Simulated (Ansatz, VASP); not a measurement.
# Cu: VASP beside Ansatz

```
Cu
1.0
     2.57182    0.00000    0.00000
     0.00000    2.57182    0.00000
     0.00000    0.00000    3.61452
Cu
2
Direct
  0.00000 0.00000 0.00000
  0.50000 0.50000 0.50000
```

Alike in both runs: functional PBE; k mesh 16 × 16 × 12; occupations methfessel-paxton of order 1, width 0.1 eV; no spin polarisation.

Ansatz relaxed the structure, and its values are those at the end. VASP's run is a single point on that final structure, the one shown.

|  | VASP | Ansatz |
| --- | --- | --- |
| version | VASP 6.6.1 | Ansatz 0.2.0 |
| potentials or method | VASP PAW PBE potentials, release 64 (Cu) | scalar-relativistic, plane waves, PAW |
| plane-wave cutoff (eV) | 520 | 420 |
| valence electrons in the cell | 22 | 38 |

Ansatz gave:

```
gap on the k mesh at the Fermi level (eV) : none
pressure (GPa)                            : 0.0
```

Task: What did VASP give for the same quantities?

Result: gap on the k mesh at the Fermi level (eV): none; pressure (GPa): 1.0.

A gap of «none» marks a metal or a gap that the smearing closes. The two sets of potentials don't hold the same shells in valence.
